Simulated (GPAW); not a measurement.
The system is Os.

```
Os
1.0
     2.73410    0.00000    0.00000
    -1.36705    2.36780    0.00000
     0.00000    0.00000    4.31970
Os
2
Direct
  0.66667 0.33333 0.75000
  0.33333 0.66667 0.25000
```

A sound run:

```yaml
Program: GPAW 26.7.0
Task: single point
Functional: PBE
Potentials_or_basis: GPAW PAW data sets (gpaw-data 1.2.1)
Cutoff: 600 eV
Basis: pw
k_mesh: 17 × 17 × 10
Occupations: fermi-dirac, width 0.05 eV
Spin: no spin polarisation
```

It gives pressure 6.3 GPa; band gap on the k mesh none (metal or under the smearing width).

Task: What do these careless settings give instead: cutoff 250 eV in place of 600 eV; k mesh 8 × 8 × 5 in place of 17 × 17 × 10?

Result: Pressure 0.9 GPa; band gap on the k mesh none (metal or under the smearing width). The run converged, but these numbers show the error of the settings and aren't properties of the crystal.
